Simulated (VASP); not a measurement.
# NaCl (F-43m) in VASP: settings compared, part 2 of 2

VASP 6.6.1.

## Step 3: Relaxation of the atoms, RPBE

Contents of INCAR:

```
ALGO = Normal ; EDIFF = 1E-6
EDIFFG = -0.01 ; ENCUT = 520
GGA = RP ; IBRION = 2
ISIF = 2 ; ISMEAR = 0
LASPH = T ; LCHARG = F
LREAL = F ; LWAVE = F
NELM = 100 ; NSW = 60
PREC = Accurate ; SIGMA = 0.05
```

Contents of KPOINTS:

```
k-points
0
Gamma
  7 7 7
```

Contents of POSCAR:

```
NaCl
1.0
    0.0000000000      3.1257300000      3.1257300000
    3.1257300000      0.0000000000      3.1257300000
    3.1257300000      3.1257300000      0.0000000000
Na Cl
1 1
Direct
    0.2500000000      0.2500000000      0.2500000000
    0.5000000000      0.5000000000      0.5000000000
```

Potentials or basis: VASP PAW PBE potentials, release 64 (Na_pv, Cl).

Run with:

```console
$ cat potpaw_PBE.64/Na_pv/POTCAR potpaw_PBE.64/Cl/POTCAR > POTCAR
$ mpirun -np 1 vasp_std > vasp.out
```

OUTCAR:

```text
EDIFF = 1E-6
   EDIFFG = -0.01
   ENCUT = 520
   GGA = RP
   IBRION = 2
   ISIF = 2
   ISMEAR = 0
   LASPH = T
   LREAL = F
   NELM = 100
   NSW = 60
   PREC = Accurate

 ion  position               nearest neighbor table
   1  0.250  0.250  0.250-   2 2.71   2 2.71   2 2.71   2 2.71
   2  0.500  0.500  0.500-   1 2.71   1 2.71   1 2.71   1 2.71

  LATTYP: Found a face centered cubic cell.
 ALAT       =     6.2514600000

  Lattice vectors:

 A1 = (   0.0000000000,   3.1257300000,   3.1257300000)
 A2 = (   3.1257300000,   0.0000000000,   3.1257300000)
 A3 = (   3.1257300000,   3.1257300000,   0.0000000000)

Analysis of symmetry for initial positions (statically):
=====================================================================
 Subroutine PRICEL returns:
 Original cell was already a primitive cell.

 Routine SETGRP: Setting up the symmetry group for a
 face centered cubic supercell.

 Subroutine GETGRP returns: Found 24 space group operations
 (whereof 24 operations were pure point group operations)
 out of a pool of 48 trial point group operations.

The static configuration has the point symmetry T_d .

Analysis of symmetry for dynamics (positions and initial velocities):
=====================================================================
 Subroutine PRICEL returns:
 Original cell was already a primitive cell.

 Routine SETGRP: Setting up the symmetry group for a
 face centered cubic supercell.

 Subroutine GETGRP returns: Found 24 space group operations
 (whereof 24 operations were pure point group operations)
 out of a pool of 48 trial point group operations.

The dynamic configuration has the point symmetry T_d .

 Subroutine INISYM returns: Found 24 space group operations
 (whereof 24 operations are pure point group operations),
 and found     1 'primitive' translations

----------------------------------------------------------------------------------------

                                     Primitive cell

  volume of cell :      61.0779

  direct lattice vectors                    reciprocal lattice vectors
     0.000000000  3.125730000  3.125730000    -0.159962633  0.159962633  0.159962633
     3.125730000  0.000000000  3.125730000     0.159962633 -0.159962633  0.159962633
     3.125730000  3.125730000  0.000000000     0.159962633  0.159962633 -0.159962633

  length of vectors
     4.420449758  4.420449758  4.420449758     0.277063407  0.277063407  0.277063407

  position of ions in fractional coordinates (direct lattice)
     0.250000000  0.250000000  0.250000000
     0.500000000  0.500000000  0.500000000

  ion indices of the primitive-cell ions
   primitive index   ion index
                 1           1
                 2           2

----------------------------------------------------------------------------------------

 KPOINTS: k-points

Automatic generation of k-mesh.
 Grid dimensions read from file:
 generate k-points for:    7    7    7

 Generating k-lattice:

  Cartesian coordinates                     Fractional coordinates (reciprocal lattice)
    -0.022851805  0.022851805  0.022851805     0.142857143  0.000000000  0.000000000
     0.022851805 -0.022851805  0.022851805     0.000000000  0.142857143  0.000000000
     0.022851805  0.022851805 -0.022851805     0.000000000  0.000000000  0.142857143

[... 35 lines left out ...]
   total plane-waves  NPLWV =  46656
   dimension x,y,z NGX =    36 NGY =   36 NGZ =   36
   dimension x,y,z NGXF=    72 NGYF=   72 NGZF=   72
   ions per type =               1   1
   NGX,Y,Z   is equivalent  to a cutoff of  13.54, 13.54, 13.54 a.u.
   NGXF,Y,Z  is equivalent  to a cutoff of  27.08, 27.08, 27.08 a.u.
 SYSTEM =  unknown system
   PREC   = accura    normal or accurate (medium, high low for compatibility)
   ISTART =      0    job   : 0-new  1-cont  2-samecut
   ICHARG =      2    charge: 1-file 2-atom 10-const
   ISPIN  =      1    spin polarized calculation?
   LNONCOLLINEAR =      F non collinear calculations
   LSORBIT =      F    spin-orbit coupling
   LASPH  =      T    aspherical Exc in radial PAW
   ENCUT  =  520.0 eV  38.22 Ry    6.18 a.u.   8.22  8.22  8.22*2*pi/ulx,y,z
   NELM   =    100;   NELMIN=  2; NELMDL= -5     # of ELM steps
   EDIFF  = 0.1E-05   stopping-criterion for ELM
   LREAL  =      F    real-space projection
   EDIFFG = -.1E-01   stopping-criterion for IOM
   NSW    =     60    number of steps for IOM
   IBRION =      2    ionic relax: 0-MD 1-quasi-New 2-CG
   NFREE  =      1    steps in history (QN), initial steepest desc. (CG)
   ISIF   =      2    stress and relaxation
   ISYM   =      2    0-nonsym 1-usesym 2-fastsym
   POTIM  = 0.5000    time-step for ionic-motion
   TEBEG  =    0.0;   TEEND  =   0.0 temperature during run
   PSTRESS=    0.0 pullay stress
   NELECT =      14.0000    total number of electrons
   NUPDOWN=      -1.0000    fix difference up-down
   EMIN   =  10.00;   EMAX   =-10.00  energy-range for DOS
   EFERMI =   0.00;   METHOD = LEGACY
   ISMEAR =     0;   SIGMA  =   0.05  broadening in eV -4-tet -1-fermi 0-gaus
   EFERMI_NEDOS =   21; number of points for ismear=-14 and -15
   IALGO  =     38    algorithm
   IMIX   =      4    mixing-type and parameters
     AMIX     =   0.40;   BMIX     =  1.00
     AMIX_MAG =   1.60;   BMIX_MAG =  1.00
  volume/ion in A,a.u.               =      30.54       206.09
  Fermi-wavevector in a.u.,A,eV,Ry     =   1.001896  1.893309 13.657473  1.003796
  Thomas-Fermi vector in A             =   2.134348
   LORBIT       =      0    0 simple, 1 ext, 2 COOP (PROOUT), +10 PAW based schemes
   GGA     = RP    functional components
   LHFCALC =     F    Hartree Fock is set to
   AEXX    =    0.0000 exact exchange contribution
   IVDW    =     0    specifies the selected vdW correction
   LEPSILON=     F    determine dielectric tensor
   LRPA    =     F    only Hartree local field effects (RPA)
 conjugate gradient relaxation of ions
 non-spin polarized calculation
 Gauss-broadening in eV      SIGMA  =   0.05
  energy-cutoff  :      520.00
  volume of cell :       61.08
 maximum number of plane-waves:      1655
 NGX is ok and might be reduce to    36
   NGX = 17   NGY = 17   NGZ = 17

 number of electron      14.0000007 magnetization

 Free energy of the ion-electron system (eV)
  ---------------------------------------------------
  ext. energy  EPLUGINS =         0.00000000
  ---------------------------------------------------
  free energy    TOTEN  =        -6.38709201 eV

  energy without entropy =       -6.38709201  energy(sigma->0) =       -6.38709201

 E-fermi :  -2.1947     XC(G=0):  -6.3833

 val. band max:       -2.4140934057   @ k =   0.0000   0.0000   0.0000
 cond. band min:       2.7370848415   @ k =   0.0000   0.0000   0.0000
 fundamental gap:      5.1511782473
 Fermi energy:        -2.1946908054

 k-point     1 :       0.0000    0.0000    0.0000
  band No.  band energies     occupation
      1     -23.1158      2.00000
      2     -23.1158      2.00000
      3     -23.1158      2.00000
      4     -14.4919      2.00000
      5      -2.4141      2.00000
      6      -2.4141      2.00000
      7      -2.4141      2.00000
      8       2.7371      0.00000
      9       8.8700      0.00000
     10       8.8700      0.00000
     11       8.8700      0.00000
[... 253 lines left out ...]
 k-point    20 :      -0.2857    0.4286    0.1429
  band No.  band energies     occupation
      1     -23.1268      2.00000
      2     -23.1204      2.00000
      3     -23.1186      2.00000
      4     -14.3296      2.00000
      5      -3.0583      2.00000
      6      -2.9764      2.00000
      7      -2.6704      2.00000
      8       5.6953      0.00000
      9       7.0063      0.00000
     10       7.6424      0.00000
     11       8.7184      0.00000

------------------------ aborting loop because EDIFF is reached ----------------------------------------

  FORCE on cell =-STRESS in cart. coord.  units (eV):
  Direction    XX          YY          ZZ          XY          YZ          ZX
  --------------------------------------------------------------------------------------
  -------------------------------------------------------------------------------------
  Total        0.4215079      0.4215079      0.4215079     -0.0000000     -0.0000000      0.0000000
  in kB       11.0568625     11.0568625     11.0568625     -0.0000000     -0.0000000      0.0000000
  external PRESSURE =      11.0568625 kB  Pullay stress =       0.0000000 kB

 VOLUME and BASIS-vectors are now :
 -----------------------------------------------------------------------------
  energy-cutoff  :      520.00
  volume of cell :       61.08
      direct lattice vectors                 reciprocal lattice vectors
     0.000000000  3.125730000  3.125730000    -0.159962633  0.159962633  0.159962633
     3.125730000  0.000000000  3.125730000     0.159962633 -0.159962633  0.159962633
     3.125730000  3.125730000  0.000000000     0.159962633  0.159962633 -0.159962633

 POSITION                                       TOTAL-FORCE (eV/Angst)
 -----------------------------------------------------------------------------------
      1.56286      1.56286      1.56286        -0.000000     -0.000000     -0.000000
      3.12573      3.12573      3.12573         0.000000      0.000000      0.000000
 -----------------------------------------------------------------------------------
    total drift:                                0.000002      0.000002      0.000002

  FREE ENERGIE OF THE ION-ELECTRON SYSTEM (eV)
  ---------------------------------------------------
  free  energy   TOTEN  =        -6.3870920053 eV

  energy  without entropy=       -6.3870920053  energy(sigma->0) =       -6.38709201

 reached required accuracy - stopping structural energy minimisation
```

OSZICAR:

```text
N       E                     dE             d eps       ncg     rms          rms(c)
DAV:   1     0.945407312736E+02    0.94541E+02   -0.72461E+03   440   0.121E+03
DAV:   2     0.368701367098E+01   -0.90854E+02   -0.85627E+02   510   0.250E+02
DAV:   3    -0.642979628645E+01   -0.10117E+02   -0.10059E+02   521   0.867E+01
DAV:   4    -0.668409789749E+01   -0.25430E+00   -0.25403E+00   509   0.152E+01
DAV:   5    -0.669086932400E+01   -0.67714E-02   -0.67709E-02   565   0.245E+00    0.264E+00
DAV:   6    -0.636602093537E+01    0.32485E+00   -0.67977E-01   506   0.460E+00    0.205E+00
DAV:   7    -0.635688028080E+01    0.91407E-02   -0.17771E-01   470   0.258E+00    0.136E+00
DAV:   8    -0.638426391026E+01   -0.27384E-01   -0.27120E-02   443   0.148E+00    0.296E-01
DAV:   9    -0.638500990588E+01   -0.74600E-03   -0.43656E-04   536   0.195E-01    0.184E-01
DAV:  10    -0.638707647469E+01   -0.20666E-02   -0.30636E-03   443   0.480E-01    0.775E-02
DAV:  11    -0.638706543614E+01    0.11039E-04   -0.27540E-05   558   0.712E-02    0.158E-02
DAV:  12    -0.638709013531E+01   -0.24699E-04   -0.31648E-05   452   0.576E-02    0.891E-03
DAV:  13    -0.638709201625E+01   -0.18809E-05   -0.30672E-06   467   0.158E-02    0.616E-04
DAV:  14    -0.638709200533E+01    0.10916E-07   -0.18762E-07   483   0.360E-03
   1 F= -.63870920E+01 E0= -.63870920E+01  d E =-.638709E+01
```

Wall time 6.7 s (1 thread of Intel Xeon 6975P-C (Granite Rapids), shared host); peak memory 0.19 GiB.

What came out:

```yaml
Free_energy: -6.3871 eV
Pressure_after_relaxing: 1.1 GPa
Band_gap_on_the_k_mesh: 5.15 eV, direct
```

Final structure:
```
Na Cl
1.0
     0.00000    3.12573    3.12573
     3.12573    0.00000    3.12573
     3.12573    3.12573    0.00000
Na Cl
1 1
Direct
  0.25000 0.25000 0.25000
  0.50000 0.50000 0.50000
```

Caveat: the relaxation stopped at its first step, so nothing moved; the PAW data sets were made with another functional, which shifts forces and pressure a little; an odd mesh through Γ misses points on the zone boundary, where band edges often lie.

## Step 4: Atomic charges, PBEsol+D3 (volume scaled by 0.8)

Contents of INCAR:

```
SYSTEM = NaCl
  PREC = Accurate
  ENCUT = 520
  EDIFF = 1E-7
  ISMEAR = 0
  SIGMA = 0.05
  LREAL = .False.
  LASPH = .True.
  NELM = 100
  ALGO = Fast
  ISIF = 2
  LWAVE = .False.
  LCHARG = .False.
  GGA = PS
  IVDW = 11
  LORBIT = 11
```

Contents of NaCl.cif:

```cif
data_NaCl
_cell_length_a 5.80334139
_cell_length_b 5.80334139
_cell_length_c 5.80334139
_cell_angle_alpha 90.00000000
_cell_angle_beta 90.00000000
_cell_angle_gamma 90.00000000
_space_group_name_H-M_alt 'F-43m'
_space_group_name_Hall 'F -4 2 3'
_space_group_IT_number 216
loop_
_space_group_symop_operation_xyz
'x,y,z'
'y,-x,-z'
'-x,-y,z'
'-y,x,-z'
'x,-y,-z'
'y,x,z'
'-x,y,-z'
'-y,-x,z'
'z,x,y'
'-z,y,-x'
'z,-x,-y'
'-z,-y,x'
'-z,x,-y'
'z,y,x'
'-z,-x,y'
'z,-y,-x'
'y,z,x'
'-x,-z,y'
'-y,z,-x'
'x,-z,-y'
'-y,-z,x'
'x,z,y'
'y,-z,-x'
'-x,z,-y'
'x,y+1/2,z+1/2'
'y,-x+1/2,-z+1/2'
'-x,-y+1/2,z+1/2'
'-y,x+1/2,-z+1/2'
'x,-y+1/2,-z+1/2'
'y,x+1/2,z+1/2'
'-x,y+1/2,-z+1/2'
'-y,-x+1/2,z+1/2'
'z,x+1/2,y+1/2'
'-z,y+1/2,-x+1/2'
'z,-x+1/2,-y+1/2'
'-z,-y+1/2,x+1/2'
'-z,x+1/2,-y+1/2'
'z,y+1/2,x+1/2'
'-z,-x+1/2,y+1/2'
'z,-y+1/2,-x+1/2'
'y,z+1/2,x+1/2'
'-x,-z+1/2,y+1/2'
'-y,z+1/2,-x+1/2'
'x,-z+1/2,-y+1/2'
'-y,-z+1/2,x+1/2'
'x,z+1/2,y+1/2'
'y,-z+1/2,-x+1/2'
'-x,z+1/2,-y+1/2'
'x+1/2,y,z+1/2'
'y+1/2,-x,-z+1/2'
'-x+1/2,-y,z+1/2'
'-y+1/2,x,-z+1/2'
'x+1/2,-y,-z+1/2'
'y+1/2,x,z+1/2'
'-x+1/2,y,-z+1/2'
'-y+1/2,-x,z+1/2'
'z+1/2,x,y+1/2'
'-z+1/2,y,-x+1/2'
'z+1/2,-x,-y+1/2'
'-z+1/2,-y,x+1/2'
'-z+1/2,x,-y+1/2'
'z+1/2,y,x+1/2'
'-z+1/2,-x,y+1/2'
'z+1/2,-y,-x+1/2'
'y+1/2,z,x+1/2'
'-x+1/2,-z,y+1/2'
'-y+1/2,z,-x+1/2'
'x+1/2,-z,-y+1/2'
'-y+1/2,-z,x+1/2'
'x+1/2,z,y+1/2'
'y+1/2,-z,-x+1/2'
'-x+1/2,z,-y+1/2'
'x+1/2,y+1/2,z'
'y+1/2,-x+1/2,-z'
'-x+1/2,-y+1/2,z'
'-y+1/2,x+1/2,-z'
'x+1/2,-y+1/2,-z'
'y+1/2,x+1/2,z'
'-x+1/2,y+1/2,-z'
'-y+1/2,-x+1/2,z'
'z+1/2,x+1/2,y'
'-z+1/2,y+1/2,-x'
'z+1/2,-x+1/2,-y'
'-z+1/2,-y+1/2,x'
'-z+1/2,x+1/2,-y'
'z+1/2,y+1/2,x'
'-z+1/2,-x+1/2,y'
'z+1/2,-y+1/2,-x'
'y+1/2,z+1/2,x'
'-x+1/2,-z+1/2,y'
'-y+1/2,z+1/2,-x'
'x+1/2,-z+1/2,-y'
'-y+1/2,-z+1/2,x'
'x+1/2,z+1/2,y'
'y+1/2,-z+1/2,-x'
'-x+1/2,z+1/2,-y'
loop_
_atom_site_label
_atom_site_type_symbol
_atom_site_symmetry_multiplicity
_atom_site_Wyckoff_symbol
_atom_site_fract_x
_atom_site_fract_y
_atom_site_fract_z
_atom_site_occupancy
Na1 Na 4 d 0.2500000000 0.2500000000 0.7500000000 1
Cl1 Cl 4 b 0.5000000000 0.0000000000 0.0000000000 1
```

Contents of KPOINTS:

```
regular mesh
0
Gamma
  5 5 5
  0 0 0
```

Contents of POSCAR:

```
Na Cl
 1.0000000000000000
     5.8033413899999999    0.0000000000000000    0.0000000000000000
     0.0000000000000000    5.8033413899999999    0.0000000000000000
     0.0000000000000000    0.0000000000000000    5.8033413899999999
 Na  Cl 
   4   4
Cartesian
  1.4508353475000000  1.4508353475000000  4.3525060424999999
  1.4508353475000000  4.3525060424999999  1.4508353475000000
  4.3525060424999999  4.3525060424999999  4.3525060424999999
  4.3525060424999999  1.4508353475000000  1.4508353475000000
  2.9016706950000000  0.0000000000000000  0.0000000000000000
  0.0000000000000000  2.9016706950000000  0.0000000000000000
  0.0000000000000000  0.0000000000000000  2.9016706950000000
  2.9016706950000000  2.9016706950000000  2.9016706950000000
```

Run with:

```console
$ ase convert -i cif -o vasp NaCl.cif POSCAR
$ cat potpaw_PBE.64/Na_pv/POTCAR potpaw_PBE.64/Cl/POTCAR > POTCAR
$ mpirun -np 1 vasp_std > vasp.out
```

It took 48 s on 1 thread of Intel Xeon 6975P-C (Granite Rapids), shared host; peak memory 0.33 GiB.

It converged, with:

| Property | Result |
| --- | --- |
| Free energy | -27.8486 eV |
| Pressure | 4.3 GPa |
| Band gap on the k mesh | 5.26 eV |
| Valence electrons inside the program's atomic spheres | Na 6.08; Cl 5.18 |
| Dispersion energy per atom | -0.149 eV |

Levels at points of the mesh, in eV from the valence-band top:
| k point | band 24 | band 25 | band 26 | band 27 | band 28 | band 29 | band 30 | band 31 | band 32 | band 33 |
| --- | --- | --- | --- | --- | --- | --- | --- | --- | --- | --- |
| (0.00, 0.00, 0.00) | -0.39 | -0.39 | 0.00 | 0.00 | 0.00 | 5.26 | 6.96 | 6.96 | 6.96 | 9.24 |

Caveat: the PAW data sets were made with another functional, which shifts forces and pressure a little; an odd mesh through Γ misses points on the zone boundary, where band edges often lie.

## Step 5: The reference run

An earlier run on the cell as given: functional PBE; potentials or basis VASP PAW PBE potentials, release 64 (Na_pv, Cl); cutoff 520 eV; k mesh 7 × 7 × 7; occupations fermi-dirac, width 0.05 eV; no spin polarisation.

* Pressure: 0.0 GPa
* Band gap on the k mesh: 4.85 eV, direct

## Step 6: Overview

```csv
task,level,cell,k mesh,cutoff (eV),smearing,gap on the mesh (eV),pressure (GPa)
relaxation of cell and atoms,PBE,relaxed,7 × 7 × 7,600,gaussian 0.05 eV,4.85,0.0
relaxation of the atoms,RPBE,atoms relaxed,7 × 7 × 7,520,gaussian 0.05 eV,5.15,1.1
atomic charges,PBEsol+D3,volume scaled by 0.8,5 × 5 × 5,520,gaussian 0.05 eV,5.26,4.3
single point,PBE,as given,7 × 7 × 7,520,fermi-dirac 0.05 eV,4.85,0.0
```

Alike in all rows: potentials or basis VASP PAW PBE potentials, release 64 (Na_pv, Cl); no spin polarisation.

Caveats: an odd mesh through Γ misses points on the zone boundary, where band edges often lie; the PAW data sets were made with another functional, which shifts forces and pressure a little (some runs); the relaxation stopped at its first step, so nothing moved (some runs).

Total energies depend on the potentials used, so only differences within one code and one set of settings carry meaning.
